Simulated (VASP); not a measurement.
# MoS2 in VASP: further runs

Runs on MoS2. Level: PBEsol. Tasks: single point.

Program: VASP 6.6.1. These are calculated values, not measurements. Logs are shortened: lines on timing, memory, paths and dates and some standing lists are left out, and cuts for length are marked.

**1. Starting point**

The cell holds a sheet with vacuum, 3 atoms: a = 3.141 Å, b = 3.141 Å, c = 30.040 Å, α = 90.00°, β = 90.00°, γ = 120.00°.

The cell was built by a generator and needn't be a form met in nature.

**2. Single point, PBEsol**

The input, INCAR:

```
PREC     = Accurate       # precision mode
ENCUT    = 520            # plane-wave cutoff, eV
EDIFF    = 1E-7           # SCF threshold, eV
ISMEAR   = 0              # smearing method
SIGMA    = 0.03           # smearing width, eV
LREAL    = False          # projectors in reciprocal space
LASPH    = True           # aspherical terms in the spheres
NELM     = 100            # most SCF steps
ALGO     = Fast           # electronic algorithm
ISIF     = 2              # what is computed and relaxed
LWAVE    = False          # write WAVECAR
LCHARG   = False          # write CHGCAR
LDIPOL   = True         
IDIPOL   = 3            
DIPOL    = 0.5 0.5 0.285
GGA      = PS             # functional
NBANDS   = 20             # bands
```

The input, KPOINTS:

```
Automatic mesh
0
Gamma
  12 12 1
```

The input, POSCAR:

```
MoS2
1.0
    3.1405518228      0.0000000000      0.0000000000
   -1.5702759114      2.7197976605      0.0000000000
    0.0000000000      0.0000000000     30.0399999981
S Mo
2 1
Direct
    0.6666666667      0.3333333333      0.2330751629
    0.6666666667      0.3333333333      0.3368316281
    0.3333333333      0.6666666667      0.2849533955
```

Potentials or basis: VASP PAW PBE potentials, release 64 (S, Mo_sv).

Run with:

```sh
$ cat potpaw_PBE.64/S/POTCAR potpaw_PBE.64/Mo_sv/POTCAR > POTCAR
$ mpirun -np 1 vasp_std > vasp.out
```

OUTCAR:

```text
PREC = Accurate
   ENCUT = 520
   EDIFF = 1E-7
   ISMEAR = 0
   LREAL = False
   LASPH = True
   NELM = 100
   ISIF = 2
   GGA = PS

 ion  position               nearest neighbor table
   1  0.667  0.333  0.233-   3 2.39   3 2.39   3 2.39
   2  0.667  0.333  0.337-   3 2.39   3 2.39   3 2.39
   3  0.333  0.667  0.285-   1 2.39   2 2.39   1 2.39   2 2.39   1 2.39   2 2.39

  LATTYP: Found a hexagonal cell.
 ALAT       =     3.1405518228
 C/A-ratio  =     9.5651979948

  Lattice vectors:

 A1 = (   3.1405518228,   0.0000000000,   0.0000000000)
 A2 = (  -1.5702759114,   2.7197976605,   0.0000000000)
 A3 = (   0.0000000000,   0.0000000000,  30.0399999981)

Analysis of symmetry for initial positions (statically):
=====================================================================
 Subroutine PRICEL returns:
 Original cell was already a primitive cell.

 Routine SETGRP: Setting up the symmetry group for a
 hexagonal supercell.

 Subroutine GETGRP returns: Found 12 space group operations
 (whereof  6 operations were pure point group operations)
 out of a pool of 24 trial point group operations.

The static configuration has the point symmetry C_3v.
 The point group associated with its full space group is D_3h.

Analysis of symmetry for dynamics (positions and initial velocities):
=====================================================================
 Subroutine PRICEL returns:
 Original cell was already a primitive cell.

 Routine SETGRP: Setting up the symmetry group for a
 hexagonal supercell.

 Subroutine GETGRP returns: Found 12 space group operations
 (whereof  6 operations were pure point group operations)
 out of a pool of 24 trial point group operations.

The dynamic configuration has the point symmetry C_3v.
 The point group associated with its full space group is D_3h.

 Subroutine INISYM returns: Found 12 space group operations
 (whereof  6 operations are pure point group operations),
 and found     1 'primitive' translations

----------------------------------------------------------------------------------------

                                     Primitive cell

  volume of cell :     256.5916

  direct lattice vectors                    reciprocal lattice vectors
     3.140551823  0.000000000  0.000000000     0.318415379  0.183837205  0.000000000
    -1.570275911  2.719797660  0.000000000     0.000000000  0.367674410  0.000000000
     0.000000000  0.000000000 30.039999998     0.000000000  0.000000000  0.033288948

  length of vectors
     3.140551823  3.140551823 30.039999998     0.367674410  0.367674410  0.033288948

  position of ions in fractional coordinates (direct lattice)
     0.666666667  0.333333333  0.233075163
     0.666666667  0.333333333  0.336831628
     0.333333333  0.666666667  0.284953395

  ion indices of the primitive-cell ions
   primitive index   ion index
                 1           1
                 2           2
                 3           3

----------------------------------------------------------------------------------------

 KPOINTS: Automatic mesh

Automatic generation of k-mesh.
 Grid dimensions read from file:
 generate k-points for:   12   12    1

 Generating k-lattice:

  Cartesian coordinates                     Fractional coordinates (reciprocal lattice)
     0.026534615  0.015319767  0.000000000     0.083333333  0.000000000  0.000000000
     0.000000000  0.030639534  0.000000000     0.000000000  0.083333333  0.000000000
     0.000000000  0.000000000  0.033288948     0.000000000  0.000000000  1.000000000

  Length of vectors
     0.030639534  0.030639534  0.033288948

  Shift w.r.t. Gamma in fractional coordinates (k-lattice)
     0.000000000  0.000000000  0.000000000

 Subroutine IBZKPT returns following result:
 ===========================================

 Found     19 irreducible k-points:

 Following reciprocal coordinates:
            Coordinates               Weight
  0.000000  0.000000  0.000000      1.000000
  0.083333 -0.000000  0.000000      6.000000
  0.166667 -0.000000  0.000000      6.000000
  0.250000  0.000000  0.000000      6.000000
  0.333333  0.000000  0.000000      6.000000
  0.416667 -0.000000  0.000000      6.000000
[... 11 lines left out ...]
  0.333333  0.250000  0.000000     12.000000
  0.333333  0.333333  0.000000      2.000000
   k-points           NKPTS =     19   k-points in BZ     NKDIM =     19   number of bands    NBANDS=     20
   number of dos      NEDOS =    301   number of ions     NIONS =      3
   total plane-waves  NPLWV = 129024
   dimension x,y,z NGX =    24 NGY =   24 NGZ =  224
   dimension x,y,z NGXF=    48 NGYF=   48 NGZF=  448
   ions per type =               2   1
   NGX,Y,Z   is equivalent  to a cutoff of  12.70, 12.70, 12.40 a.u.
   NGXF,Y,Z  is equivalent  to a cutoff of  25.41, 25.41, 24.79 a.u.
 SYSTEM =  unknown system
   PREC   = accura    normal or accurate (medium, high low for compatibility)
   ISTART =      0    job   : 0-new  1-cont  2-samecut
   ICHARG =      2    charge: 1-file 2-atom 10-const
   ISPIN  =      1    spin polarized calculation?
   LNONCOLLINEAR =      F non collinear calculations
   LSORBIT =      F    spin-orbit coupling
   LASPH  =      T    aspherical Exc in radial PAW
   ENCUT  =  520.0 eV  38.22 Ry    6.18 a.u.   5.84  5.84 55.85*2*pi/ulx,y,z
   NELM   =    100;   NELMIN=  2; NELMDL= -5     # of ELM steps
   EDIFF  = 0.1E-06   stopping-criterion for ELM
   LREAL  =      F    real-space projection
   EDIFFG = 0.1E-05   stopping-criterion for IOM
   NSW    =      0    number of steps for IOM
   IBRION =     -1    ionic relax: 0-MD 1-quasi-New 2-CG
   NFREE  =      0    steps in history (QN), initial steepest desc. (CG)
   ISIF   =      2    stress and relaxation
   ISYM   =      2    0-nonsym 1-usesym 2-fastsym
   POTIM  = 0.5000    time-step for ionic-motion
   TEBEG  =    0.0;   TEEND  =   0.0 temperature during run
   PSTRESS=    0.0 pullay stress
   NELECT =      26.0000    total number of electrons
   NUPDOWN=      -1.0000    fix difference up-down
   EMIN   =  10.00;   EMAX   =-10.00  energy-range for DOS
   EFERMI =   0.00;   METHOD = LEGACY
   ISMEAR =     0;   SIGMA  =   0.03  broadening in eV -4-tet -1-fermi 0-gaus
   EFERMI_NEDOS =   21; number of points for ismear=-14 and -15
   IALGO  =     68    algorithm
   IMIX   =      4    mixing-type and parameters
     AMIX     =   0.40;   BMIX     =  1.00
     AMIX_MAG =   1.60;   BMIX_MAG =  1.00
  volume/ion in A,a.u.               =      85.53       577.19
  Fermi-wavevector in a.u.,A,eV,Ry     =   0.763224  1.442283  7.925533  0.582510
  Thomas-Fermi vector in A             =   1.862858
   LORBIT       =      0    0 simple, 1 ext, 2 COOP (PROOUT), +10 PAW based schemes
   GGA     = PS    functional components
   LHFCALC =     F    Hartree Fock is set to
   AEXX    =    0.0000 exact exchange contribution
   IVDW    =     0    specifies the selected vdW correction
   LEPSILON=     F    determine dielectric tensor
   LRPA    =     F    only Hartree local field effects (RPA)
 non-spin polarized calculation
 RMM-DIIS sequential band-by-band and
 Gauss-broadening in eV      SIGMA  =   0.03
  energy-cutoff  :      520.00
  volume of cell :      256.59
 maximum number of plane-waves:      6960
 NGX is ok and might be reduce to    24
   NGX = 11   NGY = 11   NGZ =111

 dipolmoment           0.000000      0.000000     -0.000007 electrons x Angstroem

 number of electron      25.9999999 magnetization

 dipolmoment           0.000000      0.000000      0.000000 electrons x Angstroem

 Free energy of the ion-electron system (eV)
  ---------------------------------------------------
  ext. energy  EPLUGINS =         0.00000000
  ---------------------------------------------------
  free energy    TOTEN  =       -23.42500133 eV

  energy without entropy =      -23.42500133  energy(sigma->0) =      -23.42500133

 E-fermi :  -2.9696     XC(G=0):  -2.5912

 val. band max:       -3.2937450843   @ k =   0.3333   0.3333   0.0000
 cond. band min:      -1.4822033090   @ k =   0.3333   0.3333   0.0000
 fundamental gap:      1.8115417752
 Fermi energy:        -2.9695567837

 k-point     1 :       0.0000    0.0000    0.0000
  band No.  band energies     occupation
      1     -63.9918      2.00000
      2     -38.2040      2.00000
      3     -37.9398      2.00000
      4     -37.9398      2.00000
      5     -17.5148      2.00000
      6     -16.1541      2.00000
[... 12 lines left out ...]
     19       2.3513      0.00000
     20       3.0369      0.00000

 k-point     2 :       0.0833   -0.0000    0.0000
  band No.  band energies     occupation
      1     -63.9888      2.00000
      2     -38.1981      2.00000
      3     -37.9697      2.00000
      4     -37.9466      2.00000
      5     -17.4050      2.00000
      6     -16.1092      2.00000
[... 12 lines left out ...]
     19       2.4911      0.00000
     20       3.5706      0.00000

 k-point     3 :       0.1667   -0.0000    0.0000
  band No.  band energies     occupation
      1     -63.9805      2.00000
      2     -38.1820      2.00000
      3     -38.0507      2.00000
      4     -37.9650      2.00000
      5     -17.0921      2.00000
      6     -15.9815      2.00000
[... 12 lines left out ...]
     19       2.9002      0.00000
     20       3.3026      0.00000

 k-point     4 :       0.2500    0.0000    0.0000
  band No.  band energies     occupation
      1     -63.9691      2.00000
      2     -38.1599      2.00000
      3     -38.1597      2.00000
      4     -37.9900      2.00000
      5     -16.6276      2.00000
      6     -15.7934      2.00000
[... 314 lines left out ...]
 k-point    18 :       0.3333    0.2500    0.0000
  band No.  band energies     occupation
      1     -63.9421      2.00000
      2     -38.2983      2.00000
      3     -38.1656      2.00000
      4     -38.1073      2.00000
      5     -15.2742      2.00000
      6     -15.2187      2.00000
[... 12 lines left out ...]
     19       5.0019      0.00000
     20       6.0878      0.00000

 k-point    19 :       0.3333    0.3333    0.0000
  band No.  band energies     occupation
      1     -63.9406      2.00000
      2     -38.2659      2.00000
      3     -38.2162      2.00000
      4     -38.1043      2.00000
      5     -15.1873      2.00000
      6     -15.1732      2.00000
[... 12 lines left out ...]
     19       4.3412      0.00000
     20       6.3813      0.00000

------------------------ aborting loop because EDIFF is reached ----------------------------------------

 vacuum level on the upper side and lower side of the slab       (xc-potential included)        -0.008        -0.008

  FORCE on cell =-STRESS in cart. coord.  units (eV):
  Direction    XX          YY          ZZ          XY          YZ          ZX
  --------------------------------------------------------------------------------------
  -------------------------------------------------------------------------------------
  Total       -0.0031844     -0.0031844     -0.0215636      0.0000000      0.0000000      0.0000000
  in kB       -0.0198837     -0.0198837     -0.1346448      0.0000000      0.0000000      0.0000000
  external PRESSURE =      -0.0581374 kB  Pullay stress =       0.0000000 kB

 VOLUME and BASIS-vectors are now :
 -----------------------------------------------------------------------------
  energy-cutoff  :      520.00
  volume of cell :      256.59
      direct lattice vectors                 reciprocal lattice vectors
     3.140551823  0.000000000  0.000000000     0.318415379  0.183837205  0.000000000
    -1.570275911  2.719797660  0.000000000     0.000000000  0.367674410  0.000000000
     0.000000000  0.000000000 30.039999998     0.000000000  0.000000000  0.033288948

 POSITION                                       TOTAL-FORCE (eV/Angst)
 -----------------------------------------------------------------------------------
      1.57028      0.90660      7.00158         0.000000      0.000000     -0.000833
      1.57028      0.90660     10.11842         0.000000      0.000000      0.000833
     -0.00000      1.81320      8.56000        -0.000000     -0.000000     -0.000000
 -----------------------------------------------------------------------------------
    total drift:                                0.000000      0.000000     -0.000073

  FREE ENERGIE OF THE ION-ELECTRON SYSTEM (eV)
  ---------------------------------------------------
  free  energy   TOTEN  =       -23.4250013328 eV

  energy  without entropy=      -23.4250013328  energy(sigma->0) =      -23.42500133

 vacuum level on the upper side and lower side of the slab         2.637         2.637
```

Wall time 83 s (1 thread of Intel Xeon 6975P-C (Granite Rapids), shared host); peak memory 0.38 GiB.

Results:

- Free energy: -23.4250 eV
- Band gap on the k mesh: 1.81 eV, direct

Levels at points of the mesh, in eV from the valence-band top:
```tsv
k point	band 10	band 11	band 12	band 13	band 14	band 15	band 16	band 17
(0.00, 0.00, 0.00)	-1.86	-1.46	-1.46	-0.08	2.90	2.90	3.17	3.17
(0.50, 0.00, 0.00)	-3.20	-1.93	-0.88	-0.66	2.41	2.92	3.97	4.49
```

Caveat: the PAW data sets were made with another functional, which shifts forces and pressure a little.

**3. Single point, PBEsol**

This run uses another cell than the first one, of 49.66 Å³/atom, 0.581 times its volume.

The input, INCAR:

```
PREC = Accurate ; ENCUT = 520
EDIFF = 1E-6 ; ISMEAR = 0
SIGMA = 0.03 ; LREAL = F
LASPH = T ; NELM = 100
ALGO = Normal ; ISIF = 2
LWAVE = F ; LCHARG = T
LDIPOL = T ; IDIPOL = 3
DIPOL = 0.5 0.5 0.500 ; GGA = PS
LELF = T ; LVHAR = T
LVACPOTAV = T ; NBANDS = 20
```

The input, KPOINTS:

```
regular mesh
0
Gamma
  12 12 1
```

The input, POSCAR:

```
MoS2
1.0
    3.1700000000      0.0000000000      0.0000000000
   -1.5850000000      2.7453005300      0.0000000000
    0.0000000000      0.0000000000     17.1200000000
S Mo
2 1
Direct
    0.6666670000      0.3333330000      0.4088785047
    0.6666670000      0.3333330000      0.5911214953
    0.3333330000      0.6666670000      0.5000000000
```

Potentials or basis: VASP PAW PBE potentials, release 64 (S, Mo_sv).

Run with:

```sh
$ cat potpaw_PBE.64/S/POTCAR potpaw_PBE.64/Mo_sv/POTCAR > POTCAR
$ mpirun -np 1 vasp_std > vasp.out
```

Wall time 36 s (1 thread of Intel Xeon 6975P-C (Granite Rapids), shared host); peak memory 0.26 GiB.

It converged, with:

* Free energy: -23.4149 eV
* Largest force: 0.221 eV/Å
* Band gap on the k mesh: 1.72 eV, direct
* Ionisation potential of the upper face: 5.96 eV

Forces on the atoms (eV/Å):
```
S    0.000  0.000  0.221
S    0.000  0.000 -0.221
Mo   0.000  0.000  0.000
```

Levels at points of the mesh, in eV from the valence-band top:
| k point | band 10 | band 11 | band 12 | band 13 | band 14 | band 15 | band 16 | band 17 |
| --- | --- | --- | --- | --- | --- | --- | --- | --- |
| (0.00, 0.00, 0.00) | -1.78 | -1.47 | -1.47 | -0.01 | 2.82 | 2.82 | 3.09 | 3.09 |
| (0.50, 0.00, 0.00) | -3.16 | -1.87 | -0.93 | -0.63 | 2.31 | 2.83 | 3.91 | 4.40 |

Caveat: the PAW data sets were made with another functional, which shifts forces and pressure a little.
